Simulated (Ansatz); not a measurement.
**HfN: response to strain**

Aim: deform HfN (zz strain of -2 %) and compute stress, forces and field gradients with LAPW, PAW and all-electron datasets made for the crystal.

Computed with Ansatz 0.2.0 (DFT LDA, scalar-relativistic, unless a step's input says otherwise).

## Step 1: Starting point

The structure is cubic, space group Fm-3m (No. 225). Conventional cell: a = 4.518 Å, b = 4.518 Å, c = 4.518 Å, α = 90.00°, β = 90.00°, γ = 90.00°. Hf (site symmetry m-3m) has 6 N at 2.26 Å as nearest neighbours. Around N (site symmetry m-3m) lie 6 Hf at 2.26 Å.

Coordinates:

```cif
data_structure
_symmetry_space_group_name_H-M 'P 1'
_symmetry_Int_Tables_number 1
_cell_length_a 3.1947
_cell_length_b 3.1947
_cell_length_c 3.1947
_cell_angle_alpha 60.000
_cell_angle_beta 60.000
_cell_angle_gamma 60.000
_cell_volume 23.06
loop_
_atom_site_label
_atom_site_type_symbol
_atom_site_fract_x
_atom_site_fract_y
_atom_site_fract_z
_atom_site_occupancy
Hf1 Hf 0.00000 0.00000 0.00000 1
N1 N 0.50000 0.50000 0.50000 1
```

Atoms are numbered in the order of the input: Hf1, N2.

## Step 2: The deformed structure

Space group Fm-3m before, I4/mmm after.

## Step 3: All-electron LAPW

input.yaml

```yaml
crystal:
  lattice:
    - [0.0, 2.259, 2.21382]
    - [2.259, 0.0, 2.21382]
    - [2.259, 2.259, 0.0]
  atoms:
    - { symbol: Hf, position: [0.0, 0.0, 0.0] }
    - { symbol: "N", position: [0.5, 0.5, 0.5] }
kpoints:
  mp_grid: { grid: [10, 10, 10] }
  band_path:
    path:
      - [0.0, 0.0, 0.0]
      - [0.0, 0.5, 0.5]
      - [0.25, 0.75, 0.5]
      - [0.0, 0.5, 0.0]
      - [0.0, 0.0, 0.0]
      - [0.5, 0.5, 0.0]
      - [0.3801541025, 0.6198458975, 0.0]
      - [-0.3801541025, 0.3801541025, 0.0]
      - [0.0, 0.0, 0.0]
    npoints: 5
scf:
  occupations: { method: fermi_dirac, width: 0.03 }
hamiltonian:
  xc: lda
  pseudopotentials: { kind: all_electron, lapw: { basis_error: 0.001 } }
output:
  forces: true
  stress: true
  eigenvalues: true
```

Run with:

```sh
$ ansatz run input.yaml --threads 1 --pin off --max-ram 3072MiB --backend cpu --events-out ev --progress --plain --runs-dir out
```

## Step 4: Frozen-core PAW

input.yaml

```yaml
crystal:
  lattice:
    - [0.0, 2.259, 2.21382]
    - [2.259, 0.0, 2.21382]
    - [2.259, 2.259, 0.0]
  atoms:
    - { symbol: Hf, position: [0.0, 0.0, 0.0] }
    - { symbol: "N", position: [0.5, 0.5, 0.5] }
kpoints:
  mp_grid: { grid: [10, 10, 10] }
scf:
  occupations: { method: fermi_dirac, width: 0.03 }
hamiltonian:
  xc: lda
  pseudopotentials: { kind: paw }
output:
  forces: true
  stress: true
  eigenvalues: true
  efg: { contact_densities: true }
```

## Step 5: Datasets made for this crystal

input.yaml, as its differences from that of step 4:

```diff
@@ -14,3 +14,3 @@
   xc: lda
-  pseudopotentials: { kind: paw }
+  pseudopotentials: { kind: all_electron, datasets: crystal }
 output:
```

(Steps that only read results are left out.)

What does the calculation give? Wanted: pressure; largest shear or deviatoric stress.

The runs gave:

```
                                 quantity                                              value
                                 pressure  LAPW -3.47, PAW -3.59, crystal datasets -3.47 GPa
largest shear or deviatoric stress (LAPW)                                           6.56 GPa
```

**Reading.** The largest part of the stress beyond the pressure is 6.56 GPa in size, in the zz component; the atoms are carried along and not relaxed. No run of the undeformed cell stands beside it, so the pressure holds what the given cell had before the change. PAW: stress within 0.15 GPa of LAPW. Crystal datasets: stress within 0.01 GPa of LAPW. Spin-orbit coupling is left out, though the cell holds Hf; in elements this heavy it can shift bands and gaps by tenths of an eV. HfN has an odd count of electrons, so a run without spin can force a false metal and spoil its energy.
